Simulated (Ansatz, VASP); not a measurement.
# Cross-check of In3Ga13O24 (Ga1.6In0.4O3, monoclinic beta-Ga2O3 type) between VASP and Ansatz

Aim: how closely do two programs agree when they are given the same cell, functional and k mesh? The cell is invented: As first built, before any earlier steps moved the atoms (in the runner's words): 1x2x2 conventional cells of the Ga2O3 type (80 atoms: 48 O, 26 Ga, 6 In); Ga/In share their sites, the best of 600 random draws by like-pair counts in two shells; start lattice of Ga2O3; atoms moved at random by 0.02 A. It may not be a known or stable phase. The structure shown is the end of the Ansatz relaxation below.

Calculated with Ansatz 0.2.0; plane waves, with VASP 6.6.1 beside it; single point at PBE.

## Step 1: Starting point

The cell holds 80 atoms: 48 O, 26 Ga and 6 In. Cell: a = 12.633 Å, b = 6.296 Å, c = 12.007 Å, α = 90.0°, β = 103.8°, γ = 90.0°. It derives from Ga2O3 (Ga2O3 type, space group 12), repeated 1×2×2. As first built, before any earlier steps moved the atoms (in the runner's words): 1x2x2 conventional cells of the Ga2O3 type (80 atoms: 48 O, 26 Ga, 6 In); Ga/In share their sites, the best of 600 random draws by like-pair counts in two shells; start lattice of Ga2O3; atoms moved at random by 0.02 A.

## Step 2: Ansatz: relaxation, PBE

Ansatz runs on its default PAW (the set named soft_2) files.

This run makes the geometry at which the two programs are then compared.

Input file input.yaml:

```yaml
crystal:
  lattice:
    - [12.63499, 0.00454, 0.00856]
    - [0.00226, 6.29819, 0.00024]
    - [-2.85964, -0.00059, 11.65351]
  atoms:
    - { symbol: O, position: [0.1637, 0.99811, 0.05445] }
    - { symbol: O, position: [0.33221, 0.26462, 0.44766] }
    - { symbol: O, position: [0.16683, 0.00197, 0.26546] }
    - { symbol: O, position: [0.3243, 0.26595, 0.21126] }
    - { symbol: O, position: [0.49428, 0.00023, 0.12589] }
    - { symbol: O, position: [0.99892, 0.27026, 0.36752] }
    - { symbol: O, position: [0.66908, 0.24787, 0.06956] }
    - { symbol: O, position: [0.8478, 0.00058, 0.4454] }
    - { symbol: O, position: [0.67699, 0.25108, 0.28654] }
    - { symbol: O, position: [0.82862, 0.99973, 0.22277] }
    - { symbol: O, position: [0.98972, 0.25074, 0.12172] }
    - { symbol: O, position: [0.51232, 0.00116, 0.36498] }
    - { symbol: O, position: [0.17036, 0.00137, 0.56702] }
    - { symbol: O, position: [0.3356, 0.25196, 0.94637] }
    - { symbol: O, position: [0.17541, 0.99797, 0.78565] }
    - { symbol: O, position: [0.32217, 0.25298, 0.71879] }
    - { symbol: O, position: [0.4887, 0.99944, 0.6205] }
    - { symbol: O, position: [0.01926, 0.24951, 0.87571] }
    - { symbol: O, position: [0.66676, 0.23134, 0.54623] }
    - { symbol: O, position: [0.83529, 0.9816, 0.95046] }
    - { symbol: O, position: [0.67136, 0.2331, 0.77085] }
    - { symbol: O, position: [0.83173, 0.98939, 0.71276] }
    - { symbol: O, position: [0.99859, 0.24902, 0.62838] }
    - { symbol: O, position: [0.48818, 0.99275, 0.86304] }
    - { symbol: O, position: [0.15776, 0.50156, 0.05555] }
    - { symbol: O, position: [0.33162, 0.73624, 0.44727] }
    - { symbol: O, position: [0.1725, 0.49971, 0.28178] }
    - { symbol: O, position: [0.32535, 0.73444, 0.21212] }
    - { symbol: O, position: [0.49784, 0.49953, 0.12737] }
    - { symbol: O, position: [0.99892, 0.72956, 0.37013] }
    - { symbol: O, position: [0.66803, 0.7519, 0.07236] }
    - { symbol: O, position: [0.83609, 0.50014, 0.44898] }
    - { symbol: O, position: [0.67696, 0.74933, 0.28736] }
    - { symbol: O, position: [0.82559, 0.50023, 0.22078] }
    - { symbol: O, position: [0.99415, 0.74912, 0.1299] }
    - { symbol: O, position: [0.50578, 0.49943, 0.37373] }
    - { symbol: O, position: [0.1595, 0.49896, 0.55556] }
    - { symbol: O, position: [0.33233, 0.74734, 0.94718] }
    - { symbol: O, position: [0.17367, 0.50192, 0.78284] }
    - { symbol: O, position: [0.32173, 0.74672, 0.71784] }
    - { symbol: O, position: [0.48529, 0.50022, 0.62742] }
    - { symbol: O, position: [0.00905, 0.7513, 0.87387] }
    - { symbol: O, position: [0.66331, 0.76847, 0.54536] }
    - { symbol: O, position: [0.8317, 0.5185, 0.94884] }
    - { symbol: O, position: [0.68202, 0.76461, 0.77403] }
    - { symbol: O, position: [0.83922, 0.51269, 0.7173] }
    - { symbol: O, position: [0.00076, 0.75247, 0.62655] }
    - { symbol: O, position: [0.49188, 0.50559, 0.86689] }
    - { symbol: Ga, position: [0.41048, 0.25272, 0.10093] }
    - { symbol: Ga, position: [0.15404, 0.25072, 0.15141] }
    - { symbol: Ga, position: [0.59084, 0.2508, 0.39516] }
    - { symbol: Ga, position: [0.90847, 0.99643, 0.10602] }
    - { symbol: Ga, position: [0.6611, 0.00054, 0.16751] }
    - { symbol: Ga, position: [0.84272, 0.25416, 0.3459] }
    - { symbol: Ga, position: [0.09629, 0.99637, 0.89994] }
    - { symbol: Ga, position: [0.40343, 0.25042, 0.60375] }
    - { symbol: Ga, position: [0.15984, 0.2523, 0.65998] }
    - { symbol: Ga, position: [0.33518, 0.99826, 0.84576] }
    - { symbol: Ga, position: [0.91469, 0.99899, 0.60183] }
    - { symbol: Ga, position: [0.65665, 0.99885, 0.65024] }
    - { symbol: Ga, position: [0.09235, 0.49976, 0.39814] }
    - { symbol: Ga, position: [0.41092, 0.74725, 0.10042] }
    - { symbol: Ga, position: [0.15566, 0.74907, 0.15354] }
    - { symbol: Ga, position: [0.33887, 0.50004, 0.34134] }
    - { symbol: Ga, position: [0.58945, 0.74947, 0.39411] }
    - { symbol: Ga, position: [0.90749, 0.50377, 0.10525] }
    - { symbol: Ga, position: [0.66118, 0.49941, 0.16556] }
    - { symbol: Ga, position: [0.84225, 0.74648, 0.346] }
    - { symbol: Ga, position: [0.09456, 0.504, 0.89881] }
    - { symbol: Ga, position: [0.40325, 0.74956, 0.60336] }
    - { symbol: Ga, position: [0.16057, 0.74827, 0.65908] }
    - { symbol: Ga, position: [0.33704, 0.50123, 0.84294] }
    - { symbol: Ga, position: [0.91862, 0.5026, 0.60076] }
    - { symbol: Ga, position: [0.84804, 0.75228, 0.84041] }
    - { symbol: In, position: [0.08835, 0.99978, 0.39902] }
    - { symbol: In, position: [0.34205, 0.00081, 0.33851] }
    - { symbol: In, position: [0.5878, 0.24654, 0.90089] }
    - { symbol: In, position: [0.84802, 0.24823, 0.84318] }
    - { symbol: In, position: [0.59867, 0.75172, 0.90189] }
    - { symbol: In, position: [0.65859, 0.50071, 0.64903] }
kpoints:
  mp_grid: { grid: [1, 3, 1] }
hamiltonian:
  xc: pbe
scf:
  occupations: { method: fermi_dirac, width: 0.01 }
output:
  forces: true
  stress: true
relax:
  f_tol: 0.02
  max_steps: 25
  cell: { stress_tol: 0.1 }
```

Command:

```console
ansatz run input.yaml --threads 32 --pin off --max-ram 143360MiB --backend cuda --events-out ev --progress --plain --runs-dir out
```

Numbers of over 12 decimals in the logs are rounded to 6 here.

What it wrote:

```text
Engine: ansatz 0.2.0, aarch64-unknown-linux-gnu
Pseudopotentials: kind: paw
Pseudopotential: O, paw, valence charge 6, recommended cutoff 420 eV (normal), O.paw.azcp
Pseudopotential: Ga, paw, valence charge 13, recommended cutoff 420 eV (normal), Ga.paw.azcp
Pseudopotential: In, paw, valence charge 13, recommended cutoff 420 eV (normal), In.paw.azcp
device memory: the entry about to start is reckoned to put 8.2 GiB on a device that reports 182.5 GiB free
GPU FFT provider: cuFFT
GPU libraries: cuBLAS 13.8.1, cuFFT 12.4.0, cuSOLVER 12.3.2
GPU matrix products: emulated (plane waves: as basis.precision tells), large ones in fixed point in workspaces of 1.00 GiB
Crystal: 80 atoms, lattice volume = 927.512 Å³
Basis set: ecut = 420 eV, 18153 PW (Γ), exchange–correlation on 180×90×162 points (8 copies of the dense FFT grid, shifted against one another)
Bands: 432, of which v1, the nominal top of the filled ones, is band 352 counted from 1 (351 counted from 0)
k-points: 2 of 3 (time reversal used)
GPU buffer pool allocated for 328050 grid points (all kernels)
GPU transforms: local potential and band sums: pruned to the plane-wave sphere, on 90×45×81
relax step   1: F+E_penalty+E_count = -159202.45602266 eV  Δ(F+E_penalty+E_count) = +0.000e0 eV  max|allowed force component| = 2.713e-2 eV/Å  Δτ_max = 0.0000 Å  P = -0.035 GPa  Ω = 927.512 Å³  (9 SCF iters, dr2 threshold 1.00e-7 eV, accepted)
[...]
relax step   2: F+E_penalty+E_count = -159202.45646474 eV  Δ(F+E_penalty+E_count) = -4.421e-4 eV  max|allowed force component| = 1.023e-2 eV/Å  Δτ_max = 0.0027 Å  P = -0.021 GPa  Ω = 927.576 Å³  energy of the carried Pulay correction = -2.849e-4 eV  (7 SCF iters, dr2 threshold 4.60e-8 eV, accepted)
[...]
relax step   3: F+E_penalty+E_count = -159202.45575491 eV  Δ(F+E_penalty+E_count) = +7.098e-4 eV  max|allowed force component| = 1.019e-2 eV/Å  Δτ_max = 0.0000 Å  P = -0.021 GPa  Ω = 927.576 Å³  stress off target by 9.08e-2 GPa  SCF on the basis re-selected at this cell (its energy is not comparable with the rows above)  (4 SCF iters)
basis re-selected at this cell: Δ(F+E_penalty+E_count) = +7.098e-4 eV, ΔP = +0.000 GPa vs the last step (what re-selecting the basis moved, of the pressure what is left beyond the Pulay correction that the steps carried, after the strain that the cell walked since its last selection, with what the two solves' SCF thresholds leave and, on support functions, any second-order correction that the steps lacked; it is no m [...]
SCF converged after 4 iterations
Free energy (F): -159202.455755 eV
Internal energy: -159202.455755 eV  (E = F + TS)
E sigma→0 (E₀):  -159202.455755 eV
Fermi energy:    8.343573 eV
--- Forces (eV/Å), atoms counted from 1 ---
  max |Σ_I F_I| component: 5.12e-6 eV/Å
--- Stress (GPa, compression-positive) ---
       -0.068830       0.001822      -0.038039
        0.001822       0.029416       0.000737
       -0.038039       0.000737      -0.024803
  P = ⅓ Tr σ = -0.0214 GPa (-0.214 kbar)
--- Band table (eV) ---
--- Relaxed structure (2 steps of the walk, 2 accepted, 1 SCFs on fresh bases) ---
  F+E_penalty+E_count = -159202.45575491 eV   max|allowed force component| = 1.019e-2 eV/Å   (the final SCF, on the basis selected at the relaxed cell)
  cell:  # Å, volume = 927.5759 Å³
    - [12.633454, 0.00446314, 0.00578071]
    - [0.00222217, 6.295827, 0.000299506]
    - [-2.861861, -0.000461977, 11.660734]
  atoms:
    [... one line an atom ...]
```

## Step 3: VASP: single point, PBE

The same cell, functional, mesh and smearing now go to VASP, with its own data sets.

Lines of VASP's logs that name or quote its potential files are left out, and so is its time.

Input file INCAR:

```
SYSTEM = In3Ga13O24
PREC = Accurate
ENCUT = 520
EDIFF = 1E-06
NELM = 120
ISMEAR = -1
SIGMA = 0.01
LREAL = Auto
ALGO = Normal
GGA = PE
NBANDS = 408
LORBIT = 11
LWAVE = .FALSE.
LCHARG = .FALSE.
ISIF = 2
LASPH = .TRUE.
GGA_COMPAT = .FALSE.
EFERMI = MIDGAP
KPAR = 2
```

Input file POSCAR:

```
In3Ga13O24
1.0
   12.6334540000      0.0044630000      0.0057810000
    0.0022220000      6.2958270000      0.0003000000
   -2.8618610000     -0.0004620000     11.6607340000
O Ga In
48 26 6
Direct
    0.1635900000      0.9981200000      0.0544200000
    0.3322300000      0.2645700000      0.4475800000
    0.1668900000      0.0019600000      0.2656300000
    0.3242100000      0.2660000000      0.2111600000
    0.4942100000      0.0002300000      0.1258600000
    0.9989900000      0.2703300000      0.3675100000
    0.6690700000      0.2478600000      0.0695400000
    0.8479800000      0.0005600000      0.4454300000
    0.6770700000      0.2511100000      0.2866200000
    0.8285700000      0.9997900000      0.2226800000
    0.9896200000      0.2507000000      0.1217000000
    0.5124100000      0.0011800000      0.3649300000
    0.1702600000      0.0013800000      0.5669800000
    0.3357100000      0.2519600000      0.9463500000
    0.1754900000      0.9979600000      0.7857700000
    0.3221500000      0.2529700000      0.7187200000
    0.4886300000      0.9994800000      0.6204700000
    0.0193100000      0.2495600000      0.8756700000
    0.6666500000      0.2313900000      0.5462500000
    0.8353000000      0.9815500000      0.9504000000
    0.6714400000      0.2330700000      0.7710300000
    0.8316600000      0.9893000000      0.7127400000
    0.9985500000      0.2489800000      0.6284300000
    0.4883100000      0.9926700000      0.8630900000
    0.1576000000      0.5015600000      0.0555900000
    0.3316600000      0.7362800000      0.4472100000
    0.1725400000      0.4997200000      0.2818200000
    0.3252700000      0.7343900000      0.2120300000
    0.4977700000      0.4995300000      0.1273400000
    0.9989900000      0.7295100000      0.3701100000
    0.6680400000      0.7519100000      0.0723400000
    0.8362100000      0.5001600000      0.4489800000
    0.6770400000      0.7492900000      0.2874500000
    0.8255600000      0.5002000000      0.2207100000
    0.9940700000      0.7491600000      0.1299100000
    0.5058200000      0.4994300000      0.3737000000
    0.1594300000      0.4989700000      0.5555900000
    0.3323900000      0.7473200000      0.9471700000
    0.1737700000      0.5019300000      0.7829600000
    0.3217100000      0.7467400000      0.7177500000
    0.4851600000      0.5002200000      0.6273400000
    0.0091100000      0.7512900000      0.8738300000
    0.6631100000      0.7684800000      0.5454100000
    0.8317100000      0.5184900000      0.9488500000
    0.6821000000      0.7646600000      0.7741300000
    0.8391700000      0.5127100000      0.7172200000
    0.0007100000      0.7524900000      0.6265900000
    0.4920200000      0.5055800000      0.8669000000
    0.4103800000      0.2527200000      0.1008800000
    0.1539800000      0.2506600000      0.1514500000
    0.5909400000      0.2508400000      0.3951800000
    0.9083100000      0.9964200000      0.1059400000
    0.6610500000      0.0005300000      0.1675200000
    0.8427700000      0.2541500000      0.3458900000
    0.0963500000      0.9964100000      0.8999700000
    0.4032800000      0.2503900000      0.6036500000
    0.1598200000      0.2523000000      0.6600200000
    0.3352800000      0.9982300000      0.8457600000
    0.9145800000      0.9989900000      0.6018300000
    0.6565700000      0.9989200000      0.6502900000
    0.0925100000      0.4997700000      0.3982200000
    0.4108200000      0.7472500000      0.1003700000
    0.1556100000      0.7491300000      0.1535800000
    0.3389300000      0.5000400000      0.3413100000
    0.5895300000      0.7494600000      0.3941300000
    0.9073800000      0.5037800000      0.1052200000
    0.6611300000      0.4994100000      0.1655500000
    0.8423000000      0.7465000000      0.3459700000
    0.0946800000      0.5040200000      0.8988700000
    0.4031300000      0.7496200000      0.6032600000
    0.1605500000      0.7482800000      0.6591100000
    0.3371500000      0.5012300000      0.8429200000
    0.9185600000      0.5025800000      0.6007400000
    0.8480900000      0.7522000000      0.8403900000
    0.0883800000      0.9998000000      0.3990600000
    0.3421400000      0.0008200000      0.3384500000
    0.5878800000      0.2465100000      0.9009900000
    0.8480700000      0.2482600000      0.8431500000
    0.5988100000      0.7516600000      0.9019800000
    0.6584900000      0.5006700000      0.6490900000
```

Input file KPOINTS:

```
Automatic mesh
0
Gamma
1 3 1
0 0 0
```

PAW data sets: O, Ga_d and In_d (PBE family, release 64).

Command:

```console
mpirun -np 8 vasp_std
```

What it wrote:

```text
[banner, memory and clock lines left out]
running    8 mpi-ranks, on    1 nodes
[...]
|                                                                             |
|           W    W    AA    RRRRR   N    N  II  N    N   GGGG   !!!           |
|           W    W   A  A   R    R  NN   N  II  NN   N  G    G  !!!           |
|           W    W  A    A  R    R  N N  N  II  N N  N  G       !!!           |
|           W WW W  AAAAAA  RRRRR   N  N N  II  N  N N  G  GGG   !            |
|           WW  WW  A    A  R   R   N   NN  II  N   NN  G    G                |
|           W    W  A    A  R    R  N    N  II  N    N   GGGG   !!!           |
|                                                                             |
|     For optimal performance we recommend to set                             |
|       NCORE = 2 up to number-of-cores-per-socket                            |
|     NCORE specifies how many cores store one orbital (NPAR=cpu/NCORE).      |
|     This setting can greatly improve the performance of VASP for DFT.       |
|     The default, NCORE=1 might be grossly inefficient on modern             |
|     multi-core architectures or massively parallel machines. Do your        |
|     Unfortunately you need to use the default for GW and RPA                |
|     calculations (for HF NCORE is supported but not extensively tested      |
|     yet).                                                                   |
|                                                                             |

 LDA part: xc-table for (Slater+PW92), standard interpolation
 POSCAR, INCAR and KPOINTS ok, starting setup
[...]
entering main loop
       N       E                     dE             d eps       ncg     rms          rms(c)
DAV:   1     0.155428158043E+05    0.15543E+05   -0.24889E+05  1640   0.301E+03
DAV:   2     0.377894614212E+04   -0.11764E+05   -0.11108E+05  1632   0.922E+02
DAV:   3     0.595959187809E+02   -0.37194E+04   -0.35158E+04  2016   0.364E+02
DAV:   4    -0.494832895176E+03   -0.55443E+03   -0.54092E+03  1984   0.147E+02
[...]
DAV:  19    -0.468124212270E+03    0.24184E-05   -0.14976E-05  2208   0.359E-02    0.878E-03
DAV:  20    -0.468124213623E+03   -0.13533E-05   -0.27886E-05  1960   0.172E-02    0.834E-03
DAV:  21    -0.468124213197E+03    0.42585E-06   -0.16399E-06  1064   0.128E-02
   1 F= -.46812421E+03 E0= -.46812421E+03  d E =0.000000E+00
```

OUTCAR, selected parts (step 3):

```text
  FREE ENERGIE OF THE ION-ELECTRON SYSTEM (eV)
  ---------------------------------------------------
  free  energy   TOTEN  =      -468.1242131972 eV

  energy  without entropy=     -468.1242131972  energy(sigma->0) =     -468.12421320

[... 1 further part left out ...]
```

The run ends at a pressure of 0.56 GPa, with forces up to 0.031 eV/Å.

## Step 4: Side by side

Known differences besides the potentials themselves: the cutoff is 420 eV in Ansatz and 520 eV in VASP (PREC = Accurate, projectors in real space). Total energies have different zeros and are not compared.

The two programs side by side:

| quantity | Ansatz | VASP | difference |
| --- | --- | --- | --- |
| gap on the k mesh (eV) | 1.550 | 1.531 | +0.020 |

A gap on the mesh is an upper bound, since the band edges may lie between its points.

## Step 5: Summary of results

| Property | Result |
| --- | --- |
| difference in gap on the k mesh (single point, PBE) | 0.020 eV |

**Reading.** The difference in gap on the k mesh is 0.020 eV (single point, PBE), within the 0.08 eV picked in this series as the mark of a large difference. VASP runs on this material, other cells of it included, that failed, so that no pair exists: relaxation of cell and atoms, LDA (timeout). Such differences can come from data sets, numerical settings and the points named under the comparisons, not from the functional's error against experiment.

[Lines on the potential files, build, host, timing and source positions are cut from VASP's logs without a mark.]

[Logs are printed without paths, hosts, clocks, repeated set-up lines and the standing remarks that a program may print on its own settings, such as how far it seeks lower states.]

[Hosts, paths, dates, database ids (printed as entryN), source tags and the programs' standing remarks are cut or masked in the printed files.]
